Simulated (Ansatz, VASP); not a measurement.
Te2Mo in VASP and in Ansatz

Contents of INCAR:

```
PREC = Accurate
ENCUT = 600
EDIFF = 1E-6
ISMEAR = -1
SIGMA = 0.05
LREAL = False
LASPH = True
NELM = 80
ALGO = Fast
ISIF = 3
LWAVE = False
LCHARG = False
GGA = RP
IVDW = 13
IBRION = 2
NSW = 40
EDIFFG = -0.01
```

KPOINTS

```
Automatic mesh
0
Gamma
  9 9 2
```

File POSCAR:

```
Te2Mo
1.0
    3.5182000000      0.0000000000      0.0000000000
   -1.7591000000      3.0468505756      0.0000000000
    0.0000000000      0.0000000000     13.9736000000
Te Mo
4 2
Direct
    0.6666666667      0.3333333333      0.3790000000
    0.3333333333      0.6666666667      0.8790000000
    0.6666666667      0.3333333333      0.1210000000
    0.3333333333      0.6666666667      0.6210000000
    0.6666666667      0.3333333333      0.7500000000
    0.3333333333      0.6666666667      0.2500000000
```

The input input.yaml:

```yaml
crystal:
  lattice:
    - [3.5182, 0.0, 0.0]
    - [-1.7591, 3.0468505756, 0.0]
    - [0.0, 0.0, 13.9736]
  atoms:
    - { symbol: Te, position: [0.6666666667, 0.3333333333, 0.379] }
    - { symbol: Te, position: [0.3333333333, 0.6666666667, 0.879] }
    - { symbol: Te, position: [0.6666666667, 0.3333333333, 0.121] }
    - { symbol: Te, position: [0.3333333333, 0.6666666667, 0.621] }
    - { symbol: Mo, position: [0.6666666667, 0.3333333333, 0.75] }
    - { symbol: Mo, position: [0.3333333333, 0.6666666667, 0.25] }
hamiltonian:
  xc: rpbe
  pseudopotentials: { kind: paw }
  dispersion: d4
kpoints:
  mp_grid: { grid: [9, 9, 2] }
scf:
  occupations: { method: fermi_dirac, width: 0.05 }
output:
  forces: true
  stress: true
  write_density: true
  write_potential: true
  elf: true
  volumetric_format: npy
relax:
  f_tol: 0.01
  max_steps: 40
  cell: { stress_tol: 0.05 }
```

Alike in both runs: task relaxation of cell and atoms; functional RPBE; dispersion D4; k mesh 9 × 9 × 2; occupations fermi-dirac, width 0.05 eV; no spin polarisation.

```csv
,VASP,Ansatz
version,VASP 6.6.1,Ansatz 0.2.0
potentials or method,"VASP PAW PBE potentials, release 64 (Te, Mo_sv)",Ansatz PAW
plane-wave cutoff (eV),600,420
valence electrons in the cell,52,92
```

|  | VASP | Ansatz | Ansatz less VASP |
| --- | --- | --- | --- |
| gap on the k mesh at the Fermi level, each at its own relaxed structure (eV) | 0.57 | 0.58 | +0.007 |
| relaxed volume (Å³/atom) | 23.48 | 23.49 | +0.009 |
| relaxed cell length with the largest relative difference (Å) | 13.490 | 13.479 | -0.0105 |
| energy change over the relaxation (meV/atom) | -15 | -15 | +0.9 |

The two sets of potentials don't hold the same shells in valence.

Caveats: spin-orbit coupling is left out, which moves the levels of the heavy elements; the PAW data sets were made with another functional, which shifts forces and pressure a little (VASP); an odd mesh through Γ misses points on the zone boundary, where band edges often lie (VASP); odd divisions of the mesh miss points on the zone boundary, where band edges often lie, so the gap on the mesh can be too wide (Ansatz); the plane-wave basis is chosen anew once the cell has moved, so the energies of steps on either side of that aren't comparable (Ansatz); the PAW data sets come from PBE, with cores solved anew for the run's functional, which leaves a small shift of forces and pressure (Ansatz). RPBE gaps usually lie below the measured ones, often by a third to a half.
